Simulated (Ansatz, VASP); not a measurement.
Given: the input of a run of Ansatz 0.2.0 on HgTe (Coloradoite). 

input.yaml

```yaml
crystal:
  lattice:
    - [0.0, 3.2145, 3.2145]
    - [3.2145, 0.0, 3.2145]
    - [3.2145, 3.2145, 0.0]
  atoms:
    - { symbol: Hg, position: [0.0, 0.0, 0.0] }
    - { symbol: Te, position: [0.75, 0.75, 0.75] }
kpoints:
  mp_grid: { grid: [7, 7, 7] }
scf:
  occupations: { method: gaussian, width: 0.014 }
hamiltonian:
  xc: pbe
  pseudopotentials: { kind: all_electron, lapw: { basis_error: 0.001 } }
output:
  forces: true
  stress: true
  eigenvalues: true
```

Potentials or basis: all-electron LAPW, scalar-relativistic.

Launch:

```sh
$ ansatz run input.yaml --threads 1 --pin off --max-ram 3072MiB --backend cpu --events-out ev --progress --plain --runs-dir out
```

Question: Translate it to VASP 6.6.1. Potentials or basis there: PBE PAW files Hg, Te, 520 eV.

Answer: As run (cutoffs and basis follow the program's own potentials, and thresholds, step limits or extra output files can differ):

Contents of INCAR:

```
  PREC = Accurate
  ENCUT = 520
  EDIFF = 1E-6
  ISMEAR = 0
  SIGMA = 0.014
  LREAL = False
  LASPH = True
  NELM = 80
  ALGO = Fast
  ISIF = 2
  LWAVE = False
  LCHARG = True
  GGA = PE
  LELF = True
  LVHAR = True
```

Contents of KPOINTS:

```
Automatic mesh
0
Gamma
  7 7 7
```

The input POSCAR:

```
HgTe
1.0
    0.0000000000      3.2145000000      3.2145000000
    3.2145000000      0.0000000000      3.2145000000
    3.2145000000      3.2145000000      0.0000000000
Hg Te
1 1
Direct
    0.0000000000      0.0000000000      0.0000000000
    0.7500000000      0.7500000000      0.7500000000
```

Potentials or basis: VASP PAW PBE potentials, release 64 (Hg, Te).

Run with:

```console
$ cat potpaw_PBE.64/Hg/POTCAR potpaw_PBE.64/Te/POTCAR > POTCAR
$ mpirun -np 1 vasp_std > vasp.out
```

Both were run:

|  | Ansatz | VASP |
| --- | --- | --- |
| Pressure | 4.6 GPa | 4.6 GPa |

Where Ansatz's input types no cutoff or centring, it takes its own default and a Γ-centred mesh.

Pressure is positive in compression.
